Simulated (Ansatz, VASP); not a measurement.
Two plane-wave programs on Ir

```
CELL_PARAMETERS angstrom
0.00000 1.91812 1.91812
1.91812 0.00000 1.91812
1.91812 1.91812 0.00000
ATOMIC_POSITIONS crystal
Ir 0.00000 0.00000 0.00000
```

Alike in both runs: functional PBE; dispersion D4; k mesh 12 × 12 × 12; no spin polarisation.

Ansatz relaxed the structure, and its values are those at the end. VASP's run is a single point on that final structure, the one shown.

|  | VASP | Ansatz |
| --- | --- | --- |
| version | VASP 6.6.1 | Ansatz 0.2.0 |
| potentials or method | VASP PAW PBE potentials, release 64 (Ir) | plane waves, PAW |
| plane-wave cutoff (eV) | 520 | 517 |
| occupations | methfessel-paxton of order 1, width 0.1 eV | cold, width 0.1 eV |
| valence electrons in the cell | 9 | 17 |

```tsv
	VASP	Ansatz	Ansatz less VASP
pressure (GPa)	0.6	0.0	-0.64
dispersion energy (meV/atom)	-925.6	-925.4	+0.21
```

The two sets of potentials don't hold the same shells in valence.

Caveats: pairwise dispersion overbinds metals, which lowers pressure and volume. The runs have no spin-orbit coupling, so splittings on Ir are missing.
